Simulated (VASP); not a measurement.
# Pd (Im-3m) in VASP: further runs, part 2 of 2

VASP 6.6.1. Earlier steps stand in the parts before.

### 4 Single point, PBE

INCAR reads:

```
SYSTEM = Pd
PREC = Accurate ; ENCUT = 520
EDIFF = 1E-6 ; ISMEAR = 0
SIGMA = 0.1 ; LREAL = Auto
LASPH = .TRUE. ; NELM = 100
ALGO = Normal ; ISIF = 2
LWAVE = .FALSE. ; LCHARG = .FALSE.
GGA = PE ; ADDGRID = .FALSE.
```

KPOINTS reads:

```
Automatic mesh
0
G
  15 15 15
  0 0 0
```

POSCAR reads:

```
Pd
1.0
   -1.5722810000      1.5722810000      1.5722810000
    1.5722810000     -1.5722810000      1.5722810000
    1.5722810000      1.5722810000     -1.5722810000
Pd
1
Direct
    0.0000000000      0.0000000000      0.0000000000
```

Potentials or basis: VASP PAW PBE potentials, release 64 (Pd).

Launch:

```console
$ cat potpaw_PBE.64/Pd/POTCAR > POTCAR
$ mpirun -np 1 vasp_std > vasp.out
```

OUTCAR:

```text
SYSTEM = Pd
   PREC = Accurate
   ENCUT = 520
   EDIFF = 1E-6
   ISMEAR = 0
   LREAL = Auto
   LASPH = .TRUE.
   NELM = 100
   ISIF = 2
   GGA = PE

 Found    120 irreducible k-points:

 Following reciprocal coordinates:
            Coordinates               Weight
  0.000000  0.000000  0.000000      1.000000
  0.066667  0.000000  0.000000     12.000000
  0.133333  0.000000  0.000000     12.000000
  0.200000  0.000000  0.000000     12.000000
  0.266667  0.000000  0.000000     12.000000
  0.333333  0.000000  0.000000     12.000000
   k-points           NKPTS =    120   k-points in BZ     NKDIM =    120   number of bands    NBANDS=      9
   number of dos      NEDOS =    301   number of ions     NIONS =      1
   total plane-waves  NPLWV =   8000
   dimension x,y,z NGX =    20 NGY =   20 NGZ =   20
   dimension x,y,z NGXF=    40 NGYF=   40 NGZF=   40
   ions per type =               1
   NGX,Y,Z   is equivalent  to a cutoff of  12.21, 12.21, 12.21 a.u.
   NGXF,Y,Z  is equivalent  to a cutoff of  24.42, 24.42, 24.42 a.u.
 SYSTEM =  Pd
   PREC   = accura    normal or accurate (medium, high low for compatibility)
   ISTART =      0    job   : 0-new  1-cont  2-samecut
   ICHARG =      2    charge: 1-file 2-atom 10-const
   ISPIN  =      1    spin polarized calculation?
   LNONCOLLINEAR =      F non collinear calculations
   LSORBIT =      F    spin-orbit coupling
   LASPH  =      T    aspherical Exc in radial PAW
[... 62 lines left out ...]
      3       6.1888      2.00000
      4       6.1888      2.00000
      5       8.0333      2.00000
      6       8.0333      2.00000
      7      28.1935      0.00000
      8      28.1935      0.00000
      9      28.1935      0.00000
[... 49 lines left out ...]
 k-point     6 :       0.3333    0.0000    0.0000
  band No.  band energies     occupation
      1       4.1824      2.00000
      2       5.3371      2.00000
      3       7.5401      2.00000
      4       7.8832      2.00000
      5       8.1678      2.00000
      6       8.4701      2.00000
      7      20.7751      0.00000
      8      25.1980      0.00000
      9      28.5527      0.00000

 [... further k-points ...]

------------------------ aborting loop because EDIFF is reached ----------------------------------------

  FORCE on cell =-STRESS in cart. coord.  units (eV):
  Direction    XX          YY          ZZ          XY          YZ          ZX
  --------------------------------------------------------------------------------------
  -------------------------------------------------------------------------------------
  Total       -0.1577892     -0.1577892     -0.1577892      0.0000000     -0.0000000     -0.0000000
  in kB      -16.2606349    -16.2606349    -16.2606349      0.0000000     -0.0000000     -0.0000000
  external PRESSURE =     -16.2606349 kB  Pullay stress =       0.0000000 kB

 VOLUME and BASIS-vectors are now :
 -----------------------------------------------------------------------------
  energy-cutoff  :      520.00
  volume of cell :       15.55
      direct lattice vectors                 reciprocal lattice vectors
    -1.572281000  1.572281000  1.572281000     0.000000000  0.318009313  0.318009313
     1.572281000 -1.572281000  1.572281000     0.318009313  0.000000000  0.318009313
     1.572281000  1.572281000 -1.572281000     0.318009313  0.318009313  0.000000000

 POSITION                                       TOTAL-FORCE (eV/Angst)
 -----------------------------------------------------------------------------------
      0.00000      0.00000      0.00000         0.000000      0.000000      0.000000
 -----------------------------------------------------------------------------------
    total drift:                                0.000000     -0.000000      0.000000

  FREE ENERGIE OF THE ION-ELECTRON SYSTEM (eV)
  ---------------------------------------------------
  free  energy   TOTEN  =        -5.1788430936 eV

  energy  without entropy=       -5.1720996622  energy(sigma->0) =       -5.17547138
```

OSZICAR:

```text
N       E                     dE             d eps       ncg     rms          rms(c)
DAV:   1     0.377063234572E+02    0.37706E+02   -0.52851E+03  2184   0.104E+03
DAV:   2    -0.507957753094E+01   -0.42786E+02   -0.41825E+02  2330   0.191E+02
DAV:   3    -0.543132244911E+01   -0.35174E+00   -0.35097E+00  2444   0.203E+01
DAV:   4    -0.543335647256E+01   -0.20340E-02   -0.20340E-02  2423   0.144E+00
DAV:   5    -0.543338533514E+01   -0.28863E-04   -0.28862E-04  2419   0.154E-01    0.657E+00
DAV:   6    -0.518982839131E+01    0.24356E+00   -0.11701E+00  2215   0.998E+00    0.323E+00
DAV:   7    -0.518183392355E+01    0.79945E-02   -0.59510E-03  2387   0.730E-01    0.175E+00
DAV:   8    -0.517884299367E+01    0.29909E-02   -0.97018E-04  2329   0.276E-01    0.493E-02
DAV:   9    -0.517884309363E+01   -0.99954E-07   -0.93385E-06  2499   0.309E-02
   1 F= -.51788431E+01 E0= -.51754714E+01  d E =-.674343E-02
```

stdout:

```text
POSCAR found type information on POSCAR Pd
 POSCAR found :  1 types and       1 ions
 scaLAPACK will be used
 -----------------------------------------------------------------------------
|                                                                             |
|                                                                             |
|     You have a (more or less) 'small supercell' and for smaller cells       |
|     it is recommended to use the reciprocal-space projection scheme!        |
|     The real-space optimization is not efficient for small cells and it     |
|     is also less accurate ...                                               |
|     Therefore, set LREAL=.FALSE. in the INCAR file.                         |
|                                                                             |
 -----------------------------------------------------------------------------

 LDA part: xc-table for (Slater+PW92), standard interpolation
 POSCAR, INCAR and KPOINTS ok, starting setup
 FFT: planning ... GRIDC
 FFT: planning ... GRID_SOFT
 FFT: planning ... GRID
 WAVECAR not read
 entering main loop
```

It took 26 s on 1 thread of Intel Xeon Platinum 8375C at 2.90GHz (Ice Lake), shared host; peak memory 0.13 GiB.

The run converged, but some of its settings lie outside the range that counts as converged, so its numbers aren't taken as properties of the crystal.

What came out:

| Property | Result |
| --- | --- |
| Free energy | -5.1788 eV |
| Pressure | -1.6 GPa |
| Band gap on the k mesh | none (metal or under the smearing width) |

### 5 Relaxation of cell and atoms, PBEsol

INCAR reads:

```
SYSTEM = Pd
PREC     = Accurate       ! precision mode
ENCUT    = 600            ! plane-wave cutoff, eV
EDIFF    = 1E-6           ! SCF threshold, eV
ISMEAR   = -1             ! smearing method
SIGMA    = 0.05           ! smearing width, eV
LREAL    = .FALSE.        ! projectors in reciprocal space
LASPH    = .TRUE.         ! aspherical terms in the spheres
NELM     = 80             ! most SCF steps
ALGO     = Normal         ! electronic algorithm
ISIF     = 3              ! what is computed and relaxed
LWAVE    = .FALSE.        ! write WAVECAR
LCHARG   = .FALSE.        ! write CHGCAR
GGA      = PS             ! functional
IBRION   = 2              ! ionic algorithm
NSW      = 40             ! ionic steps
EDIFFG   = -0.01          ! ionic threshold
```

KPOINTS reads:

```
regular mesh
0
G
  10 10 10
  0 0 0
```

POSCAR is that of step 4.

Launch:

```console
$ cat potpaw_PBE.64/Pd/POTCAR > POTCAR
$ mpirun -np 1 vasp_std > vasp.out
```

Wall time 14 s (1 thread of Intel Xeon Platinum 8488C (Sapphire Rapids), shared host); peak memory 0.15 GiB.

The run converged. Its results:

```
Free energy                            : -5.9148 eV
Relaxed volume                         : 14.62 Å³/atom
Relaxed cell                           : a = 2.668 Å, b = 2.668 Å, c = 2.668 Å, α = 109.47°, β = 109.47°, γ = 109.47°
Space group after relaxing (to 0.05 Å) : Im-3m (No. 229)
Energy gained by relaxing              : 31.8 meV/atom
Ionic steps                            : 6
Pressure after relaxing                : 0.0 GPa
Band gap on the k mesh                 : none (metal or under the smearing width)
```

Step by step:
```tsv
step	energy change (eV)	largest force (eV/Å)	pressure (GPa)	volume (Å³)
1	0.0000	0.0000	-10.23	15.55
2	0.0424	0.0000	21.75	13.42
3	-0.0317	0.0000	-0.49	14.64
4	-0.0317	0.0000	0.18	14.61
5	-0.0317	0.0000	-0.25	14.64
6	-0.0318	0.0000	0.00	14.62
```

Final structure:
```
Pd
1.0
    -1.54044    1.54044    1.54044
     1.54044   -1.54044    1.54044
     1.54044    1.54044   -1.54044
Pd
1
Direct
  0.00000 0.00000 0.00000
```

Levels at points of the mesh, in eV from the Fermi level:
```
           k point  band 1  band 2  band 3  band 4  band 5  band 6  band 7  band 8  band 9
(0.00, 0.00, 0.00)   -7.28   -3.02   -3.02   -3.02   -0.96   -0.96   19.36   19.36   19.36
(0.50, 0.00, 0.00)   -5.42   -4.25   -1.04   -0.71    0.62    1.31    7.99   15.12   17.89
(0.50, 0.50, 0.50)   -5.34   -5.34    0.22    0.22    0.22    9.20    9.20    9.20   17.80
```

Caveat: the PAW data sets were made with another functional, which shifts forces and pressure a little.

### 6 For comparison

An earlier run on the cell as given: functional PBEsol; potentials or basis VASP PAW PBE potentials, release 64 (Pd); cutoff 520 eV; k mesh 12 × 12 × 12; occupations fermi-dirac, width 0.05 eV; no spin polarisation.

* Pressure: -10.3 GPa
* Band gap on the k mesh: none (metal or under the smearing width)
